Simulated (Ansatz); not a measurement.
# BaTiO3: the cost of one run

Program: Ansatz 0.2.0. Level of theory: DFT PBE, scalar-relativistic, plane waves, PAW. These are calculated values, not measurements.

4 further runs of the same task are left out: 2 that didn't finish, 2 set aside as unsound or not needed. Runs told in other sessions of the task aren't counted.

### Step 1. The structure to begin with

The structure is trigonal, space group R3m (No. 160). The conventional cell has a = 5.726 Å, b = 5.726 Å, c = 7.069 Å, α = 90.00°, β = 90.00°, γ = 120.00°. Around Ba (site symmetry 3m) lie 12 O at 2.78 to 2.98 Å. Ti (site symmetry 3m) has 6 O at 1.87 to 2.21 Å in its first shell of neighbours. O (site symmetry m) is surrounded by 2 Ti at 1.87 to 2.21 Å and 1 Ba at 2.78 Å.

Coordinates:

```xyz
5
Lattice="2.8631 1.6530 2.3563 -2.8631 1.6530 2.3563 0.0000 -3.3060 2.3563" Properties=species:S:1:pos:R:3 pbc="T T T"
Ba    0.0000    0.0000    0.0350
Ti    0.0000    0.0000    3.6701
O     0.0000   -1.6179    4.6055
O    -1.4011    0.8089    4.6055
O     1.4011    0.8089    4.6055
```

It is the result of an earlier relaxation at this level (volume 13.38 Å³/atom; gap on the mesh: 2.63 eV).

### Step 2. The undisturbed cell

input.yaml

```yaml
crystal:
  lattice:
    - [2.863070691, 1.6529946342, 2.356300394]
    - [-2.863070691, 1.6529946342, 2.356300394]
    - [0.0, -3.3059892684, 2.356300394]
  atoms:
    - { symbol: Ba, position: [0.0049545205, 0.0049545205, 0.0049545205] }
    - { symbol: Ti, position: [0.5191875227, 0.5191875227, 0.5191875227] }
    - { symbol: O, position: [0.4883938465, 0.4883938465, 0.9777702638] }
    - { symbol: O, position: [0.4883938465, 0.9777702638, 0.4883938465] }
    - { symbol: O, position: [0.9777702638, 0.4883938465, 0.4883938465] }
basis:
  ecutwfc: 420
kpoints:
  mp_grid: { grid: [6, 6, 6] }
hamiltonian:
  xc: pbe
scf:
  occupations: { method: gaussian, width: 0.05 }
output:
  forces: true
  stress: true
  eigenvalues: true
  write_density: true
  write_potential: true
  elf: true
  volumetric_format: npy
```

Started as:

```bash
ansatz run input.yaml --threads 1 --pin off --max-ram 2560MiB --backend cpu --events-out ev --progress --plain --runs-dir out
```

Q: Estimate wall time and peak memory on 1 thread of Arm Neoverse V2, shared host.

About 6.8 s, with a peak of 0.34 GiB.
